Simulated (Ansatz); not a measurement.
# MoP (P-6m2) in Ansatz: notebook

One crystal, MoP, is run at these levels: PBEsol; tasks: single point.

All numbers are computed with Ansatz 0.2.0; they aren't measurements. Logs are shortened: lines on timing, memory, paths and dates and some standing lists are left out, and cuts for length are marked.

## (1) The crystal as given

Symmetry: P-6m2, No. 187, hexagonal system. The conventional cell has a = 3.223 Å, b = 3.223 Å, c = 3.191 Å, α = 90.00°, β = 90.00°, γ = 120.00°. Mo (site symmetry -6m2) has 6 P at 2.45 Å as nearest neighbours. Around P (site symmetry -6m2) lie 6 Mo at 2.45 Å.

## (2) Single point, PBEsol, 13.49 Å³/atom (volume scaled by 0.94)

input.yaml reads:

```yaml
crystal:
  lattice:
    - [3.1572060284, 0.0, 0.0]
    - [-1.5786030142, 2.7342206256, 0.0]
    - [0.0, 0.0, 3.1258592729]
  atoms:
    - { symbol: Mo, position: [0.0, 0.0, 0.0] }
    - { symbol: P, position: [0.3333333333, 0.6666666667, 0.5] }
kpoints:
  mp_grid: { grid: [10, 10, 8] }
scf:
  occupations: { method: fermi_dirac, width: 0.05 }
hamiltonian:
  xc: pbesol
  pseudopotentials: { kind: all_electron, lapw: { basis_error: 0.0005 } }
output:
  forces: true
  stress: true
  eigenvalues: true
```

Potentials or basis: all-electron LAPW, scalar-relativistic.

Run with:

```sh
$ ansatz run input.yaml --threads 1 --pin off --max-ram 3072MiB --backend cpu --events-out ev --progress --plain --runs-dir out
```

What it wrote:

```text
Warning: RAYON_NUM_THREADS=1 ignored (pool sized by the plan → 1); use --threads N
LAPW: plane waves up to 8.714 Å⁻¹, error target 5.0e-4 eV per atom; small_component_spin mean_spin; P in spheres of 1.082 Å, 13 of its electrons in bands, Dirac shells []; Mo in spheres of 1.319 Å, 30 of its electrons in bands, Dirac shells [] (how accurate: hamiltonian.pseudopotentials.lapw.basis_error, Limitations)
Engine: ansatz 0.2.0, aarch64-unknown-linux-gnu
Pseudopotentials: kind: all_electron
Pseudopotential: Mo, LAPW, valence charge 30, lapw/all_electron/scalar/gaussian/Mo, Koelling and Harmon's equation, gaussian nucleus
Pseudopotential: P, LAPW, valence charge 13, lapw/all_electron/scalar/gaussian/P, Koelling and Harmon's equation, gaussian nucleus
Functional definition: PBEsol
  exchange = pbesol_x
  correlation = pbesol_c
Crystal: 2 atoms, lattice volume = 26.984 Å³
Basis set: ecut = 289.30376509951367 eV, 315 PW (Γ), exchange–correlation at level 2
Bands: 26, of which v1, the nominal top of the filled ones, is band 22 counted from 1 (21 counted from 0)
Symmetry: 12 space group operations
Space group: P-6m2 (ITA 187), of the structure as read, at distance tolerance 3.0e-5 Å
k-points: 70 of 800 (time reversal used)
Non-local potential: Mo, projectors of the file, none
Non-local potential: P, projectors of the file, none
Initial density: superposition of atomic densities (chi_scale 0.1, normalization cell, long waves kept (reshape's long-wave potential 0.00 eV rms))
Initial wavefunctions: plane waves of lowest kinetic energy (no species holds an atomic orbital)
Functional: x = pbesol(κ = 0.804, μ = 0.12345679012345678), c = pbesol(β = 0.046)
iter 1 solved again at ethr=3.41e-3 eV; its pass at ethr=1.00e-1 eV (dr2=1.47e0 eV) is discarded
SCF iter   1: F=—  HF=-119415.043885 eV  |F-HF|=—  |Δ(HF+E_count)|=         —  Δρ=6.68e-2  dr2=1.47e0  ethr=3.41e-3  ⟨swp⟩=2.0  Hψ=11622  notcnv=0
preconditioner: auto → none  [metal: Δε(μ)=0.136 eV  Ē_g=9.699 eV  σ=0.050 eV  W_gap=0.45  n_scr=8 (ndim 8)  ℏωp=23.7 eV  f_vac=0.000  D(μ)=0.49/eV (n_scr^D=0)  sad-step TF]
iter 2 solved again at ethr=1.45e-4 eV; its pass at ethr=3.41e-3 eV (dr2=6.23e-2 eV) is discarded
SCF iter   2: F=—  HF=-119414.197688 eV  |F-HF|=—  |Δ(HF+E_count)|=   8.46e-1  Δρ=1.86e-2  dr2=6.24e-2  ethr=1.45e-4  ⟨swp⟩=2.0  Hψ=9383  notcnv=0
SCF iter   3: F=—  HF=-119414.155212 eV  |F-HF|=—  |Δ(HF+E_count)|=         —  Δρ=1.09e-2  dr2=2.01e-2  ethr=1.45e-4  ⟨swp⟩=2.0  Hψ=5595  notcnv=0
the basis was enlarged: its passes take 960.0 KiB over the memory plan, 1 of 1 planned eigensolver slots
SCF iter   4: F=—  HF=-119414.151388 eV  |F-HF|=—  |Δ(HF+E_count)|=   3.82e-3  Δρ=8.46e-4  dr2=1.63e-4  ethr=4.68e-5  ⟨swp⟩=2.0  Hψ=5302  notcnv=0
SCF iter   5: F=—  HF=-119414.151174 eV  |F-HF|=—  |Δ(HF+E_count)|=   2.15e-4  Δρ=1.59e-4  dr2=4.90e-6  ethr=3.78e-7  ⟨swp⟩=2.3  Hψ=5330  notcnv=0
SCF iter   6: F=—  HF=-119414.151172 eV  |F-HF|=—  |Δ(HF+E_count)|=   1.86e-6  Δρ=3.44e-5  dr2=3.57e-7  ethr=1.14e-8  ⟨swp⟩=2.0  Hψ=5301  notcnv=0
SCF iter   7: F=-119414.151172 eV  HF=-119414.151172 eV  |F-HF|=1.96e-8  |Δ(HF+E_count)|=   1.23e-7  Δρ=4.74e-6  dr2=9.24e-9  ethr=8.29e-10  ⟨swp⟩=2.0  Hψ=5302  notcnv=0
SCF 1 converged in 7 iterations: F = -119414.151172 eV  dr2 = 9.24e-9
SCF converged after 7 iterations
Free energy (F): -119414.151172 eV
Harris-Foulkes:  -119414.151172 eV  (|F-HF|=1.96e-8)
Internal energy: -119414.147546 eV  (E = F + TS)
E sigma→0 (E₀):  -119414.149359 eV
Entropy (-TS):   -0.003625 eV (-1.813 meV/atom)
Fermi energy:    20.527563 eV
--- Per-component energies (eV) ---
  E_band       = -4990.048574
  E_kinetic    = 123439.314332
  E_xc         = -3931.955853
  E_electrostatic = -238921.506025  (all electrons and nuclei)
  E_smearing   = -0.003625  (= −TS)
  E_closure    = 0.000000  (closes the sum)
  E_atoms      = -119395.156715  (free atoms, spherical and without spin; not in F)
  Σ components = -119414.151172   (vs F -119414.151172, Δ=0.00e0)
  Basis errors (estimates in eV, not in F): energy 1.8e-4 per atom: plane waves 1.6e-4 (8.7e-5 summed), levels above the bands 2.3e-54, relativity 1.6e-8, radial functions 2.0e-5, core shells 4.5e-7; eigenvalues (radial functions only) 8.9e-7; not estimated: angular momenta, meshes, grids; target (lapw.basis_error) 5.0e-4; muffin-tin radii P 1.082 Å, Mo 1.319 Å
--- Forces (eV/Å), atoms counted from 1 ---
  atom   1  Mo     0.00000000    -0.00000000     0.00000000
  atom   2  P      0.00000000     0.00000000     0.00000000
  max |Σ_I F_I| component: 5.55e-17 eV/Å
--- Stress (GPa, compression-positive) ---
       11.264026      -0.000000       0.000000
       -0.000000      11.264026       0.000000
        0.000000       0.000000      14.155630
  P = ⅓ Tr σ = 12.2279 GPa (122.279 kbar)
--- Band table (eV; the first three rows and the last of 70) ---
  k-point 0: bands = ["-354.9517", "-354.9125", "-354.9125", "-197.1180", "-197.0827", "-197.0827", "-197.0676", "-197.0676", "-147.9233", "-98.6659", "-98.6659", "-98.6555", "-40.5002", "-14.6970", "-14.4584", "-14.4584", "6.2025", "15.9403", "17.0226", "17.0226", "19.9257", "20.8646", "20.8646", "24.9928", "24.9928", "26.2080"]
  k-point 1: bands = ["-354.9517", "-354.9125", "-354.9125", "-197.1180", "-197.0827", "-197.0827", "-197.0676", "-197.0676", "-147.9233", "-98.6659", "-98.6659", "-98.6555", "-40.4962", "-14.7543", "-14.4535", "-14.4535", "6.4796", "15.6626", "17.1479", "17.1479", "19.8231", "20.2210", "20.2210", "25.4577", "25.4577", "26.4027"]
  k-point 2: bands = ["-354.9517", "-354.9125", "-354.9125", "-197.1180", "-197.0827", "-197.0827", "-197.0676", "-197.0676", "-147.9233", "-98.6659", "-98.6659", "-98.6555", "-40.4863", "-14.8903", "-14.4416", "-14.4416", "7.2470", "14.6122", "17.4624", "17.4624", "19.2099", "19.2099", "20.2438", "25.1283", "25.1283", "26.9496"]
  k-point 69: bands = ["-354.9517", "-354.9125", "-354.9125", "-197.1180", "-197.0827", "-197.0827", "-197.0676", "-197.0676", "-147.9233", "-98.6659", "-98.6659", "-98.6556", "-40.4250", "-14.9633", "-14.7491", "-14.6627", "9.4455", "13.3004", "14.5572", "17.2389", "18.9929", "22.3178", "24.2777", "24.4241", "25.2448", "26.4392"]
```

Wall time 21 s (1 thread of Arm Neoverse V2, shared host); peak memory 0.35 GiB.

What came out:

```
Free energy            : -119414.1512 eV
Pressure               : 12.2 GPa
Band gap on the k mesh : none (metal or under the smearing width)
```

## (3) Single point, PBEsol, 13.78 Å³/atom (volume scaled by 0.96)

Edit input.yaml of step 2 so:

```diff
@@ -2,5 +2,5 @@
   lattice:
-    - [3.1572060284, 0.0, 0.0]
-    - [-1.5786030142, 2.7342206256, 0.0]
-    - [0.0, 0.0, 3.1258592729]
+    - [3.1794406062, 0.0, 0.0]
+    - [-1.5897203031, 2.7534763348, 0.0]
+    - [0.0, 0.0, 3.1478730917]
   atoms:
```

Potentials or basis: all-electron LAPW, scalar-relativistic.

Run with:

```sh
$ ansatz run input.yaml --threads 1 --pin off --max-ram 3072MiB --backend cpu --events-out ev --progress --plain --runs-dir out
```

It took 21 s on 1 thread of Arm Neoverse V2, shared host; peak memory 0.35 GiB.

The run converged. Its results:

| Quantity | Value |
| --- | --- |
| Free energy | -119414.1842 eV |
| Pressure | 6.3 GPa |
| Band gap on the k mesh | none (metal or under the smearing width) |

## (4) Single point, PBEsol, 14.07 Å³/atom (volume scaled by 0.98)

Edit input.yaml of step 3 so:

```diff
@@ -2,5 +2,5 @@
   lattice:
-    - [3.1794406062, 0.0, 0.0]
-    - [-1.5897203031, 2.7534763348, 0.0]
-    - [0.0, 0.0, 3.1478730917]
+    - [3.2013684757, 0.0, 0.0]
+    - [-1.6006842379, 2.7724664269, 0.0]
+    - [0.0, 0.0, 3.1695832473]
   atoms:
```

Run with:

```sh
$ ansatz run input.yaml --threads 1 --pin off --max-ram 3072MiB --backend cpu --events-out ev --progress --plain --runs-dir out
```

It took 21 s on 1 thread of Arm Neoverse V2, shared host; peak memory 0.34 GiB.

Results (log left out):

* Free energy: -119414.1970 eV
* Pressure: 1.0 GPa
* Band gap on the k mesh: none (metal or under the smearing width)

## (5) Single point, PBEsol, 14.35 Å³/atom

Edit input.yaml of step 4 so:

```diff
@@ -2,5 +2,5 @@
   lattice:
-    - [3.2013684757, 0.0, 0.0]
-    - [-1.6006842379, 2.7724664269, 0.0]
-    - [0.0, 0.0, 3.1695832473]
+    - [3.223, 0.0, 0.0]
+    - [-1.6115, 2.7911998764, 0.0]
+    - [0.0, 0.0, 3.191]
   atoms:
```

Run with:

```sh
$ ansatz run input.yaml --threads 1 --pin off --max-ram 3072MiB --backend cpu --events-out ev --progress --plain --runs-dir out
```

Wall time 20 s (1 thread of Arm Neoverse V2, shared host); peak memory 0.35 GiB.

It converged, with:

| Item | Value |
| --- | --- |
| Free energy | -119414.1918 eV |
| Pressure | -3.8 GPa |
| Band gap on the k mesh | none (metal or under the smearing width) |

## (6) Single point, PBEsol, 14.64 Å³/atom (volume scaled by 1.02)

Edit input.yaml of step 5 so:

```diff
@@ -2,5 +2,5 @@
   lattice:
-    - [3.223, 0.0, 0.0]
-    - [-1.6115, 2.7911998764, 0.0]
-    - [0.0, 0.0, 3.191]
+    - [3.2443449929, 0.0, 0.0]
+    - [-1.6221724965, 2.8096851825, 0.0]
+    - [0.0, 0.0, 3.2121330662]
   atoms:
```

Potentials or basis: all-electron LAPW, scalar-relativistic.

Run with:

```sh
$ ansatz run input.yaml --threads 1 --pin off --max-ram 3072MiB --backend cpu --events-out ev --progress --plain --runs-dir out
```

Run time: 20 s. Hardware: 1 thread of Arm Neoverse V2, shared host; peak memory 0.34 GiB.

It converged, with:

| Quantity | Value |
| --- | --- |
| Free energy | -119414.1704 eV |
| Pressure | -8.1 GPa |
| Band gap on the k mesh | none (metal or under the smearing width) |

## (7) Single point, PBEsol, 14.93 Å³/atom (volume scaled by 1.04)

Edit input.yaml of step 6 so:

```diff
@@ -2,5 +2,5 @@
   lattice:
-    - [3.2443449929, 0.0, 0.0]
-    - [-1.6221724965, 2.8096851825, 0.0]
-    - [0.0, 0.0, 3.2121330662]
+    - [3.2654127585, 0.0, 0.0]
+    - [-1.6327063793, 2.8279304027, 0.0]
+    - [0.0, 0.0, 3.2329916576]
   atoms:
```

Run with:

```sh
$ ansatz run input.yaml --threads 1 --pin off --max-ram 3072MiB --backend cpu --events-out ev --progress --plain --runs-dir out
```

It took 20 s on 1 thread of Arm Neoverse V2, shared host; peak memory 0.34 GiB.

Results (log left out):

```yaml
Free_energy: -119414.1345 eV
Pressure: -11.9 GPa
Band_gap_on_the_k_mesh: none (metal or under the smearing width)
```

## (8) Single point, PBEsol, 15.21 Å³/atom (volume scaled by 1.06)

Edit input.yaml of step 7 so:

```diff
@@ -2,5 +2,5 @@
   lattice:
-    - [3.2654127585, 0.0, 0.0]
-    - [-1.6327063793, 2.8279304027, 0.0]
-    - [0.0, 0.0, 3.2329916576]
+    - [3.2862121267, 0.0, 0.0]
+    - [-1.6431060633, 2.8459431839, 0.0]
+    - [0.0, 0.0, 3.2535845163]
   atoms:
```

Run with:

```sh
$ ansatz run input.yaml --threads 1 --pin off --max-ram 3072MiB --backend cpu --events-out ev --progress --plain --runs-dir out
```

Wall time 19 s (1 thread of Arm Neoverse V2, shared host); peak memory 0.34 GiB.

Results (log left out):

* Free energy: -119414.0857 eV
* Pressure: -15.3 GPa
* Band gap on the k mesh: none (metal or under the smearing width)

## (9) For comparison

An earlier run on the cell as given: functional PBEsol; potentials or basis all-electron LAPW, scalar-relativistic; cutoff 254 eV (chosen from the basis error); basis error allowed 0.001 eV/atom; k mesh 10 × 10 × 8; occupations fermi-dirac, width 0.05 eV; no spin polarisation.

* Pressure: -3.8 GPa
* Band gap on the k mesh: none (metal or under the smearing width)
